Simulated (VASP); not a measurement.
Here is a VASP 6.6.1 calculation.

INCAR

```
PREC     = Accurate       # precision mode
ENCUT    = 520            # plane-wave cutoff, eV
EDIFF    = 1E-7           # SCF threshold, eV
ISMEAR   = 0              # smearing method
SIGMA    = 0.02           # smearing width, eV
LREAL    = False          # projectors in reciprocal space
LASPH    = True           # aspherical terms in the spheres
NELM     = 100            # most SCF steps
ALGO     = Fast           # electronic algorithm
ISIF     = 3              # what is computed and relaxed
LWAVE    = False          # write WAVECAR
LCHARG   = False          # write CHGCAR
GGA      = PE             # functional
IBRION   = 2              # ionic algorithm
NSW      = 80             # ionic steps
EDIFFG   = -0.002         # ionic threshold
```

File KPOINTS:

```
regular mesh
0
Gamma
  2 2 2
```

POSCAR

```
SnTe
1.0
    0.0000000000      3.1508500000      3.1508500000
    3.1508500000      0.0000000000      3.1508500000
    3.1508500000      3.1508500000      0.0000000000
Sn Te
1 1
Direct
    0.0000000000      0.0000000000      0.0000000000
    0.5000000000      0.5000000000      0.5000000000
```

Potentials or basis: VASP PAW PBE potentials, release 64 (Sn_d, Te).

Command:

```console
$ cat potpaw_PBE.64/Sn_d/POTCAR potpaw_PBE.64/Te/POTCAR > POTCAR
$ mpirun -np 1 vasp_std > vasp.out
```

Estimate the relaxed cell.

a = 4.812 Å, b = 4.812 Å, c = 4.812 Å, α = 60.00°, β = 60.00°, γ = 60.00°.

Predict the space group after relaxing (to 0.05 Å).

Fm-3m (No. 225).

What does it give for the band gap on the k mesh?

0.27 eV, direct.

Step by step:
| step | energy change (eV) | largest force (eV/Å) | pressure (GPa) | volume (Å³) |
| --- | --- | --- | --- | --- |
| 1 | 0.0000 | 0.0000 | 5.31 | 62.56 |
| 2 | -0.2712 | 0.0000 | 3.18 | 72.43 |
| 3 | -0.2937 | 0.0000 | -1.87 | 84.60 |
| 4 | -0.3294 | 0.0000 | -0.26 | 79.48 |
| 5 | -0.3300 | 0.0000 | 0.01 | 78.81 |

Caveat: the k mesh is coarse (spacing up to 0.86 Å⁻¹), so the values aren't converged; the volume moved by over 15 % at a fixed basis, so the end points are rough; spin-orbit coupling is left out, which moves the levels of the heavy elements; the volume moved by +26 % from the deposited cell, more than functionals usually miss. PBE usually gives volumes a little too large and moduli too small.
